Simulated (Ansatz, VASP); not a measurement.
**One calculation of KBr, two programs**

Contents of INCAR:

```
SYSTEM = KBr
ALGO     = Normal         ! electronic algorithm
EDIFF    = 1E-6           ! SCF threshold, eV
ENCUT    = 520            ! plane-wave cutoff, eV
GGA      = PS             ! functional
ISIF     = 2              ! what is computed and relaxed
ISMEAR   = 0              ! smearing method
LASPH    = .True.         ! aspherical terms in the spheres
LCHARG   = .False.        ! write CHGCAR
LREAL    = .False.        ! projectors in reciprocal space
LWAVE    = .False.        ! write WAVECAR
NBANDS   = 15             ! bands
NELM     = 100            ! most SCF steps
PREC     = Accurate       ! precision mode
SIGMA    = 0.05           ! smearing width, eV
```

KPOINTS

```
k-points
0
Gamma
  6 6 6
  0 0 0
```

The input POSCAR:

```
KBr
1.0
    0.0000000000      3.2925000000      3.1608000000
    3.2925000000      0.0000000000      3.1608000000
    3.2925000000      3.2925000000      0.0000000000
K Br
1 1
Direct
    0.0000000000      0.0000000000      0.0000000000
    0.5000000000      0.5000000000      0.5000000000
```

Input for Ansatz:

```yaml
crystal:
  lattice:
    - [0.0, 3.2925, 3.1608]
    - [3.2925, 0.0, 3.1608]
    - [3.2925, 3.2925, 0.0]
  atoms:
    - { symbol: K, position: [0.0, 0.0, 0.0] }
    - { symbol: Br, position: [0.5, 0.5, 0.5] }
basis:
  ecutwfc: 420
kpoints:
  mp_grid: { grid: [6, 6, 6] }
hamiltonian:
  xc: pbesol
scf:
  occupations: { method: gaussian, width: 0.05 }
output:
  forces: true
  stress: true
  eigenvalues: true
```

Change from the starting cell: strain +0.000 along x and y, -0.040 along z, atoms carried along.

Alike in both runs: task single point; functional PBEsol; k mesh 6 × 6 × 6; occupations gaussian, width 0.05 eV; no spin polarisation.

|  | VASP | Ansatz |
| --- | --- | --- |
| version | VASP 6.6.1 | Ansatz 0.2.0 |
| potentials or method | VASP PAW PBE potentials, release 64 (K_sv, Br) | scalar-relativistic, plane waves, PAW |
| plane-wave cutoff (eV) | 520 | 420 |
| valence electrons in the cell | 16 | 16 |

Ansatz gave:

* gap on the k mesh at the Fermi level (eV): 4.38
* least direct gap on the mesh (eV): 4.38
* pressure (GPa): 0.5
* largest component of the traceless stress (GPa): 1.08

Task: Which values does VASP return?

Result: gap on the k mesh at the Fermi level (eV): 4.37; least direct gap on the mesh (eV): 4.37; pressure (GPa): 0.6; largest component of the traceless stress (GPa): 1.11.

Caveats: the PAW data sets were made with another functional, which shifts forces and pressure a little (VASP).
